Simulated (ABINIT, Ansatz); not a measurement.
# Quasiparticle gap of LiH (Fm-3m) in ABINIT

Wanted: ground state, empty states, screening and self-energy for LiH (Fm-3m).

Calculated with ABINIT 10.8.3; PBE and many-body steps on it, plane waves.

The database entry behind the starting cell differs from later determinations by our own check (the deuteride, about 0.2 % short), so it need not match the best structure at ambient conditions.

**1. The starting structure**

Symmetry: Fm-3m, No. 225, cubic system. Conventional cell: a = 4.074 Å, b = 4.074 Å, c = 4.074 Å, α = 90.00°, β = 90.00°, γ = 90.00°. Nearest to Li lie 6 H at 2.04 Å. Nearest to H lie 6 Li at 2.04 Å. Farther neighbours are not listed.

The cell and positions come from the Crystallography Open Database and are kept as given unless a step says otherwise.

**2. Ground state**

This step: ABINIT 10.8.3; DFT, PBE, plane waves, norm-conserving pseudopotentials.

The ground-state density comes first.

run.abi

```
acell 3*1.0 Angstrom
rprim 
  -0.000000000000 2.036750000000 2.036750000000
  2.036750000000 -0.000000000000 2.036750000000
  2.036750000000 2.036750000000 -0.000000000000
ntypat 2
znucl 3 1
natom 2
typat 1 2
xred 
  0.000000000000 0.000000000000 0.000000000000
  0.500000000000 0.500000000000 0.500000000000
pp_dirpath "pseudos"
pseudos "Li.upf, H.upf"
ecut 33
ngkpt 8 8 8
nshiftk 1
shiftk 0 0 0
kptopt 1
chksymbreak 0
nband 7
occopt 1
tolvrs 1e-10
nstep 60
prtwf 0
optforces 0
optstress 0
indata_prefix "in"
outdata_prefix "out"
tmpdata_prefix "tmp"
```

Command:

```bash
$ OMP_NUM_THREADS=1 mpirun -n 8 abinit run.abi > log
```

Numbers of over 12 decimals in the logs are rounded to 6 here.

Output:

```text
.Version 10.8.3 of ABINIT. v10.8.2 released Aug 2026.

 Symmetries : space group Fm -3 m (#225); Bravais cF (face-center cubic)
================================================================================
 Values of the parameters that define the memory need of the present run
     intxc =       0    ionmov =       0      iscf =       7    lmnmax =       4
     lnmax =       4     mgfft =      30  mpssoang =       2    mqgrid =    3001
     natom =       2  nloc_mem =       1    nspden =       1   nspinor =       1
    nsppol =       1      nsym =      48    n1xccc =       0    ntypat =       2
    occopt =       1   xclevel =       2
-    mband =           7        mffmem =           1         mkmem =           4
       mpw =        1042          nfft =       27000          nkpt =          29
================================================================================
  Rough estimation (10% accuracy) of disk space for files :
================================================================================

--------------------------------------------------------------------------------
------------- Echo of variables that govern the present computation ------------
--------------------------------------------------------------------------------
 -outvars: echo values of preprocessed input variables --------
            acell      1.8897261259E+00  1.8897261259E+00  1.8897261259E+00 Bohr

      chksymbreak           0
             ecut      3.30000000E+01 Hartree
-          fftalg         312

              ixc     -101130
              kpt      0.00000000E+00  0.00000000E+00  0.00000000E+00
                       1.25000000E-01  0.00000000E+00  0.00000000E+00
                       2.50000000E-01  0.00000000E+00  0.00000000E+00
                       3.75000000E-01  0.00000000E+00  0.00000000E+00
                       5.00000000E-01  0.00000000E+00  0.00000000E+00
                       1.25000000E-01  1.25000000E-01  0.00000000E+00
                       2.50000000E-01  1.25000000E-01  0.00000000E+00
                       3.75000000E-01  1.25000000E-01  0.00000000E+00
                       5.00000000E-01  1.25000000E-01  0.00000000E+00
   [... 18 further rows ...]
                      -3.75000000E-01  5.00000000E-01  1.25000000E-01
                      -2.50000000E-01  5.00000000E-01  2.50000000E-01
         kptrlatt        8    0    0      0    8    0      0    0    8
          kptrlen      4.35453291E+01
P           mkmem           4
            natom           2
            nband           7
            ngfft          30      30      30
             nkpt          29
            nstep          60
             nsym          48
           ntypat           2
              occ      2.000000  2.000000  0.000000  0.000000  0.000000  0.000000
                       0.000000
        optforces           0
        optstress           0
            prtwf           0
            rprim     -0.0000000000E+00  2.0367500000E+00  2.0367500000E+00
[...]
spgroup         225

           tolvrs      1.00000000E-10

             xred      0.0000000000E+00  0.0000000000E+00  0.0000000000E+00
[...]
znucl        3.00000    1.00000

================================================================================

 chkinp: Checking input parameters for consistency.

================================================================================
== DATASET  1 ==================================================================
-   mpi_nproc: 8, omp_nthreads: 1 (-1 if OMP is not activated)

--- !DatasetInfo
iteration_state: {dtset: 1, }
dimensions: {natom: 2, nkpt: 29, mband: 7, nsppol: 1, nspinor: 1, nspden: 1, mpw: 1042, }
cutoff_energies: {ecut:  33.0, pawecutdg:  -1.0, }
electrons: {nelect:   4.00000000E+00, charge:   0.00000000E+00, occopt:   1.00000000E+00, tsmear:   1.00000000E-02, }

 Real(R)+Recip(G) space primitive vectors, cartesian coordinates (Bohr,Bohr^-1):
 R(1)=  0.0000000  3.8488997  3.8488997  G(1)= -0.1299073  0.1299073  0.1299073
 R(2)=  3.8488997  0.0000000  3.8488997  G(2)=  0.1299073 -0.1299073  0.1299073
 R(3)=  3.8488997  3.8488997  0.0000000  G(3)=  0.1299073  0.1299073 -0.1299073
 Unit cell volume ucvol=  1.1403542E+02 bohr^3
 Angles (23,13,12)=  6.00000000E+01  6.00000000E+01  6.00000000E+01 degrees

 getcut: wavevector=  0.0000  0.0000  0.0000  ngfft=  30  30  30
         ecut(hartree)=     33.000   => boxcut(ratio)=   2.13368

--- Pseudopotential description ------------------------------------------------
- Li Generated using ONCVPSP code by D. R. Hamann
-  3.00000   3.00000  171031                  znucl, zion, pspdat
12 -101130 1 -1 1944                          pspcod,pspxc,lmax,lloc,mmax
     nproj     2     2
  pspatm : epsatm=    2.74360059
         --- l  ekb(1:nproj) -->
[...]
pspatm: atomic psp has been read  and splines computed

- H Generated using ONCVPSP code by D. R. Hamann
-  1.00000   1.00000  171031                  znucl, zion, pspdat
12 -101130 1 -1 1166                          pspcod,pspxc,lmax,lloc,mmax
     nproj     2     1
  pspatm : epsatm=    0.36186929
         --- l  ekb(1:nproj) -->
             0   -1.701123   -0.534484
             1   -0.503321
 pspatm: atomic psp has been read  and splines computed

   1.24218795E+01                                ecore*ucvol(ha*bohr**3)
--------------------------------------------------------------------------------

_setup2: Arith. and geom. avg. npw (full set) are    1032.553    1032.522

================================================================================

--- !BeginCycle
iteration_state: {dtset: 1, }
solver: {iscf: 7, nstep: 60, nline: 4, wfoptalg: 0, }
tolerances: {tolvrs: 1.00E-10, }

     iter   Etot(hartree)      deltaE(h)  residm     vres2
 ETOT  1  -7.811692    -7.812E+00 6.179E-02 2.587E+01
 ETOT  2  -7.817687    -5.995E-03 2.470E-04 4.040E-01
 ETOT  3  -7.817700    -1.248E-05 1.186E-04 6.596E-03
 ETOT  4  -7.817700    -1.199E-07 2.107E-04 1.152E-04
 ETOT  5  -7.817700    -3.355E-09 9.743E-05 1.581E-07
 ETOT  6  -7.817700    -7.532E-12 9.509E-05 2.306E-09
 ETOT  7  -7.817700    -1.954E-14 3.678E-05 2.465E-11

 At SCF step    7       vres2   =  2.47E-11 < tolvrs=  1.00E-10 =>converged.

--- !ResultsGS
iteration_state: {dtset: 1, }
comment   : Summary of ground state results
lattice_vectors:
- [ -0.0000000,   3.8488997,   3.8488997, ]
- [  3.8488997,  -0.0000000,   3.8488997, ]
- [  3.8488997,   3.8488997,  -0.0000000, ]
lattice_lengths: [   5.44317,    5.44317,    5.44317, ]
lattice_angles: [ 60.000,  60.000,  60.000, ] # degrees, (23, 13, 12)
lattice_volume:   1.1403542E+02
convergence: {deltae: -1.954E-14, res2:  2.465E-11, residm:  3.678E-05, diffor:  0.000E+00, }
etotal    :  -7.81769999E+00
entropy   :   0.00000000E+00
fermie    :  -1.27892219E-02
cartesian_stress_tensor: null
pressure_GPa: null
xred      :
- [  0.0000E+00,   0.0000E+00,   0.0000E+00, Li]
- [  5.0000E-01,   5.0000E-01,   5.0000E-01,  H]
cartesian_forces: null
force_length_stats: {min: null, max: null, mean: null, }

 Integrated electronic density in atomic spheres:
 ------------------------------------------------
 Atom  Sphere_radius  Integrated_density
    1        2.00000          2.24993717
    2        2.00000          1.27207296
================================================================================

 ----iterations are completed or convergence reached----

 Mean square residual over all n,k,spin=   27.132E-08; max=  36.778E-06
 reduced coordinates (array xred) for    2 atoms
       0.000000000000      0.000000000000      0.000000000000
       0.500000000000      0.500000000000      0.500000000000
 rms dE/dt=  0.0000E+00; max dE/dt=  0.0000E+00; dE/dt below (all hartree)
    1       0.000000000000      0.000000000000      0.000000000000
    2       0.000000000000      0.000000000000      0.000000000000

 cartesian coordinates (angstrom) at end:
    1      0.000000     0.000000     0.000000
    2      2.036750     2.036750     2.036750
 length scales=  1.889726125908  1.889726125908  1.889726125908 bohr
              =  1.000000000000  1.000000000000  1.000000000000 angstroms
 prteigrs : about to open file out_EIG
 Fermi (or HOMO) energy (hartree) =  -0.01279   Average Vxc (hartree)=  -0.30380
 Eigenvalues (hartree) for nkpt=  29  k points:
 kpt#   1, nband=  7, wtk=  0.00195, kpt=  0.0000  0.0000  0.0000 (reduced coord)
  -1.64081   -0.20586    0.55593    0.62682    0.62682    0.62682    0.79790
 prteigrs : prtvol=0 or 1, do not print more k-points.

--- !EnergyTerms
iteration_state     : {dtset: 1, }
comment             : Components of total free energy in Hartree
kinetic             :  5.77687050537605E+00
hartree             :  1.64440145734381E+00
xc                  : -2.05284246565355E+00
Ewald energy        : -3.40272690322020E+00
psp_core            :  1.08930009251063E-01
local_psp           : -5.17068083719169E+00
non_local_psp       : -4.72165175675936E+00
total_energy        : -7.81769999085388E+00
total_energy_eV     : -2.12730454006327E+02
band_energy         : -3.46840377958160E+00

== END DATASET(S) ==============================================================
================================================================================

 -outvars: echo values of variables after computation  --------
           etotal     -7.8176999909E+00
            nband           7
             nkpt          29
          spgroup         225
 [... the other variables as echoed above ...]

 Calculation completed.
```

The job ended after 2 s (8 MPI ranks of Intel Xeon Platinum 8488C (Sapphire Rapids), shared host; peak memory 0.08 GiB; 14 s of CPU time).

This step gave:

```yaml
total_energy: -212.7305 eV
gap: 3.022 eV
k_of_the_valence_top: 0.5, 0.5, 0
k_of_the_conduction_bottom: 0.5, 0.5, 0
least_direct_gap: 3.022 eV
```

The gap is direct, at (0.500, 0.500, 0.000).

**3. Bands along the symmetry lines**

Levels along a band path, at the cheap level, show where the edges lie and whether the meshes to come will hold them.

run.abi

```
acell 3*1.0 Angstrom
rprim 
  -0.000000000000 2.036750000000 2.036750000000
  2.036750000000 -0.000000000000 2.036750000000
  2.036750000000 2.036750000000 -0.000000000000
ntypat 2
znucl 3 1
natom 2
typat 1 2
xred 
  0.000000000000 0.000000000000 0.000000000000
  0.500000000000 0.500000000000 0.500000000000
pp_dirpath "pseudos"
pseudos "Li.upf, H.upf"
ecut 33
iscf -2
irdden 1
kptopt 0
nkpt 50
kpt 
  0.00000000 0.00000000 0.00000000
  0.06250000 0.00000000 0.06250000
  0.12500000 0.00000000 0.12500000
  0.18750000 0.00000000 0.18750000
  0.25000000 0.00000000 0.25000000
  0.31250000 0.00000000 0.31250000
  0.37500000 0.00000000 0.37500000
  0.43750000 0.00000000 0.43750000
  0.50000000 0.00000000 0.50000000
  0.51562500 0.03125000 0.51562500
  0.53125000 0.06250000 0.53125000
  0.54687500 0.09375000 0.54687500
  0.56250000 0.12500000 0.56250000
  0.57812500 0.15625000 0.57812500
  0.59375000 0.18750000 0.59375000
  0.60937500 0.21875000 0.60937500
  0.62500000 0.25000000 0.62500000
  0.37500000 0.37500000 0.75000000
  0.32812500 0.32812500 0.65625000
  0.28125000 0.28125000 0.56250000
  0.23437500 0.23437500 0.46875000
  0.18750000 0.18750000 0.37500000
  0.14062500 0.14062500 0.28125000
  0.09375000 0.09375000 0.18750000
  0.04687500 0.04687500 0.09375000
  0.00000000 0.00000000 0.00000000
  0.06250000 0.06250000 0.06250000
  0.12500000 0.12500000 0.12500000
  0.18750000 0.18750000 0.18750000
  0.25000000 0.25000000 0.25000000
  0.31250000 0.31250000 0.31250000
  0.37500000 0.37500000 0.37500000
  0.43750000 0.43750000 0.43750000
  0.50000000 0.50000000 0.50000000
  0.50000000 0.46875000 0.53125000
  0.50000000 0.43750000 0.56250000
  0.50000000 0.40625000 0.59375000
  0.50000000 0.37500000 0.62500000
  0.50000000 0.34375000 0.65625000
  0.50000000 0.31250000 0.68750000
  0.50000000 0.28125000 0.71875000
  0.50000000 0.25000000 0.75000000
  0.50000000 0.21875000 0.71875000
  0.50000000 0.18750000 0.68750000
  0.50000000 0.15625000 0.65625000
  0.50000000 0.12500000 0.62500000
  0.50000000 0.09375000 0.59375000
  0.50000000 0.06250000 0.56250000
  0.50000000 0.03125000 0.53125000
  0.50000000 0.00000000 0.50000000
istwfk *1
nband 9
nbdbuf 2
tolwfr 1e-08
nstep 40
prtwf 0
prtvol 0
indata_prefix "in"
outdata_prefix "out"
tmpdata_prefix "tmp"
```

Output:

```text
.Version 10.8.3 of ABINIT. v10.8.2 released Aug 2026.

 Symmetries : space group Fm -3 m (#225); Bravais cF (face-center cubic)
[... echo of the input left out ...]
== DATASET  1 ==================================================================
-   mpi_nproc: 8, omp_nthreads: 1 (-1 if OMP is not activated)

--- !DatasetInfo
iteration_state: {dtset: 1, }
dimensions: {natom: 2, nkpt: 50, mband: 9, nsppol: 1, nspinor: 1, nspden: 1, mpw: 1056, }
cutoff_energies: {ecut:  33.0, pawecutdg:  -1.0, }
electrons: {nelect:   4.00000000E+00, charge:   0.00000000E+00, occopt:   1.00000000E+00, tsmear:   1.00000000E-02, }

 Real(R)+Recip(G) space primitive vectors, cartesian coordinates (Bohr,Bohr^-1):
 R(1)=  0.0000000  3.8488997  3.8488997  G(1)= -0.1299073  0.1299073  0.1299073
 R(2)=  3.8488997  0.0000000  3.8488997  G(2)=  0.1299073 -0.1299073  0.1299073
 R(3)=  3.8488997  3.8488997  0.0000000  G(3)=  0.1299073  0.1299073 -0.1299073
 Unit cell volume ucvol=  1.1403542E+02 bohr^3
 Angles (23,13,12)=  6.00000000E+01  6.00000000E+01  6.00000000E+01 degrees

 getcut: wavevector=  0.0000  0.0000  0.0000  ngfft=  30  30  30
         ecut(hartree)=     33.000   => boxcut(ratio)=   2.13368

--- Pseudopotential description ------------------------------------------------
- Li Generated using ONCVPSP code by D. R. Hamann
-  3.00000   3.00000  171031                  znucl, zion, pspdat
12 -101130 1 -1 1944                          pspcod,pspxc,lmax,lloc,mmax
     nproj     2     2
  pspatm : epsatm=    2.74360059
         --- l  ekb(1:nproj) -->
             0   -4.951544   -1.544797
             1   -2.250661   -0.474685
 pspatm: atomic psp has been read  and splines computed

- H Generated using ONCVPSP code by D. R. Hamann
-  1.00000   1.00000  171031                  znucl, zion, pspdat
12 -101130 1 -1 1166                          pspcod,pspxc,lmax,lloc,mmax
     nproj     2     1
  pspatm : epsatm=    0.36186929
         --- l  ekb(1:nproj) -->
             0   -1.701123   -0.534484
             1   -0.503321
 pspatm: atomic psp has been read  and splines computed

--------------------------------------------------------------------------------

================================================================================
 prteigrs : about to open file out_EIG
 Non-SCF case, kpt    1 (  0.00000  0.00000  0.00000), residuals and eigenvalues=
  1.04E-09  5.73E-09  1.06E-09  9.15E-09  1.08E-09  6.52E-09  3.73E-09  6.83E-07
  9.41E-08
 -1.6408E+00 -2.0586E-01  5.5593E-01  6.2682E-01  6.2682E-01  6.2682E-01
[...]
Non-SCF case, kpt    2 (  0.06250  0.00000  0.06250), residuals and eigenvalues=
  4.88E-09  5.09E-09  3.30E-09  6.01E-10  5.35E-10  9.11E-10  8.80E-09  1.05E-07
  1.20E-07
 -1.6407E+00 -2.0249E-01  5.3564E-01  5.9928E-01  5.9928E-01  6.4245E-01
[...]
Non-SCF case, kpt    3 (  0.12500  0.00000  0.12500), residuals and eigenvalues=
  3.91E-09  2.31E-09  2.95E-09  8.49E-10  2.84E-09  5.00E-09  1.54E-09  2.70E-06
  8.58E-09
 -1.6405E+00 -1.9235E-01  4.9312E-01  5.4826E-01  5.4826E-01  6.5630E-01
[...]
Non-SCF case, kpt   49 (  0.50000  0.03125  0.53125), residuals and eigenvalues=
[...]
-1.6390E+00 -1.3086E-02  9.9547E-02  3.6416E-01  3.7742E-01  5.0546E-01
[...]
Non-SCF case, kpt   50 (  0.50000  0.00000  0.50000), residuals and eigenvalues=
[...]
-1.6390E+00 -1.2789E-02  9.8269E-02  3.7629E-01  3.7629E-01  4.9077E-01
[...]
--- !ResultsGS
iteration_state: {dtset: 1, }
comment   : Summary of ground state results
lattice_vectors:
- [ -0.0000000,   3.8488997,   3.8488997, ]
- [  3.8488997,  -0.0000000,   3.8488997, ]
- [  3.8488997,   3.8488997,  -0.0000000, ]
lattice_lengths: [   5.44317,    5.44317,    5.44317, ]
lattice_angles: [ 60.000,  60.000,  60.000, ] # degrees, (23, 13, 12)
lattice_volume:   1.1403542E+02
convergence: {deltae:  0.000E+00, res2:  0.000E+00, residm:  9.990E-09, diffor:  0.000E+00, }
etotal    :  -7.81769999E+00
entropy   :   0.00000000E+00
fermie    :  -1.27892219E-02
cartesian_stress_tensor: null
pressure_GPa: null
xred      :
- [  0.0000E+00,   0.0000E+00,   0.0000E+00, Li]
- [  5.0000E-01,   5.0000E-01,   5.0000E-01,  H]
cartesian_forces: null
force_length_stats: {min: null, max: null, mean: null, }

 Integrated electronic density in atomic spheres:
 ------------------------------------------------
 Atom  Sphere_radius  Integrated_density
[...]
================================================================================

 ----iterations are completed or convergence reached----

 Mean square residual over all n,k,spin=   29.651E-10; max=  99.900E-10
 reduced coordinates (array xred) for    2 atoms
       0.000000000000      0.000000000000      0.000000000000
       0.500000000000      0.500000000000      0.500000000000

 cartesian coordinates (angstrom) at end:
    1      0.000000     0.000000     0.000000
    2      2.036750     2.036750     2.036750
 length scales=  1.889726125908  1.889726125908  1.889726125908 bohr
              =  1.000000000000  1.000000000000  1.000000000000 angstroms
 prteigrs : about to open file out_EIG
 Eigenvalues (hartree) for nkpt=  50  k points:
 kpt#   1, nband=  9, wtk=  1.00000, kpt=  0.0000  0.0000  0.0000 (reduced coord)
[...]
kpt#   2, nband=  9, wtk=  1.00000, kpt=  0.0625  0.0000  0.0625 (reduced coord)
[...]
kpt#   3, nband=  9, wtk=  1.00000, kpt=  0.1250  0.0000  0.1250 (reduced coord)
[...]
kpt#  49, nband=  9, wtk=  1.00000, kpt=  0.5000  0.0313  0.5313 (reduced coord)
  -1.63896   -0.01309    0.09955    0.36416    0.37742    0.50546    0.59859    1.20315
   1.22809
 kpt#  50, nband=  9, wtk=  1.00000, kpt=  0.5000  0.0000  0.5000 (reduced coord)
  -1.63897   -0.01279    0.09827    0.37629    0.37629    0.49077    0.59808    1.22697
   1.22753

== END DATASET(S) ==============================================================
================================================================================

 -outvars: echo values of variables after computation  --------
            nband           9
             nkpt          50
          spgroup         225
 [... the other variables as echoed above ...]

 Calculation completed.
```

Wall time 1.9 s (8 MPI ranks); peak memory 0.07 GiB.

This step gave:

```yaml
gap: 3.022 eV
k_of_the_valence_top: 0.5, 0, 0.5
k_of_the_conduction_bottom: 0.5, 0, 0.5
least_direct_gap: 3.022 eV
```

The gap is 3.022 eV, as in the run before at this level.

Electronic bands along the path, in eV, zero at the top of the highest filled band; v1 is the highest filled band, c1 the lowest empty one:

| point | v2 | v1 | c1 | c2 | c3 | c4 |
| --- | --- | --- | --- | --- | --- | --- |
| Γ | -44.30 | -5.25 | 15.48 | 17.40 | 17.40 | 17.40 |
| halfway | -44.28 | -3.75 | 10.13 | 12.73 | 12.73 | 15.96 |
| X | -44.25 | 0.00 | 3.02 | 10.59 | 10.59 | 13.70 |
| halfway | -44.25 | -0.08 | 3.30 | 8.96 | 10.86 | 15.50 |
| U | -44.25 | -0.47 | 4.13 | 7.41 | 11.68 | 15.68 |
| jump to K | -44.25 | -0.47 | 4.13 | 7.41 | 11.68 | 15.68 |
| halfway | -44.27 | -3.67 | 9.75 | 9.89 | 15.65 | 16.99 |
| Γ | -44.30 | -5.25 | 15.48 | 17.40 | 17.40 | 17.40 |
| halfway | -44.28 | -4.21 | 9.46 | 14.60 | 16.21 | 16.21 |
| L | -44.26 | -2.49 | 4.80 | 13.25 | 16.07 | 16.07 |
| halfway | -44.26 | -1.61 | 5.00 | 8.66 | 12.93 | 15.97 |
| W | -44.25 | -0.20 | 5.24 | 5.24 | 11.40 | 17.12 |
| halfway | -44.25 | -0.10 | 3.58 | 7.93 | 10.99 | 16.83 |
| X | -44.25 | 0.00 | 3.02 | 10.59 | 10.59 | 13.70 |

The electronic bands as a text plot (rows in eV, shown from -8.0 to 9.0 only):

```
    8.7 |              ++     ++                      +       +
    8.0 |       ++       +    ++             ++              +
    7.2 |                 ++++                         +
    6.5 |                   ++                 +        +   +
    5.8 |         +                                      + +
    5.1 |                  +                    +++++++++++
    4.4 |                 +                                ++
    3.7 |          ++   ++                                   +
    3.0 |            +++                                      +++
    2.3 |
    1.6 |
    0.9 |
    0.2 |            ****                                  ******
   -0.6 |          **    **                             ***
   -1.3 |                  *                          **
   -2.0 |         *         **                      **
   -2.7 |       **            **                ****
   -3.4 |                       *            ***
   -4.1 |    ***                 **         *
   -4.8 | ***                      ***   ***
   -5.5 |*                            ***
   -6.2 |
   -6.9 |
   -7.6 |
         Γ           X  U|K            Γ         L        W     X
```

[end of part 1 of 2]

[Paths, hosts, dates, memory and timing lines, banners, echoed tables and standing remarks are left out of the program output.]

[Logs are printed without paths, hosts, clocks, repeated set-up lines and the standing remarks that a program may print on its own settings, such as how far it seeks lower states.]

[Runs of the session that timed out or met a known fault of the program may be left out.]

[Hosts, paths, dates, database ids (printed as entryN), source tags and the programs' standing remarks are cut or masked in the printed files.]

[G0W0 gaps are taken among the corrected bands and points alone; a level outside them can change the order at an edge.]

[Where Ansatz stands beside ABINIT at settings called matched, ABINIT's density can come from a denser mesh and the files from another edition; pairs whose starting gaps differed by over 0.03 eV were left out, so agreement reads better than it is.]
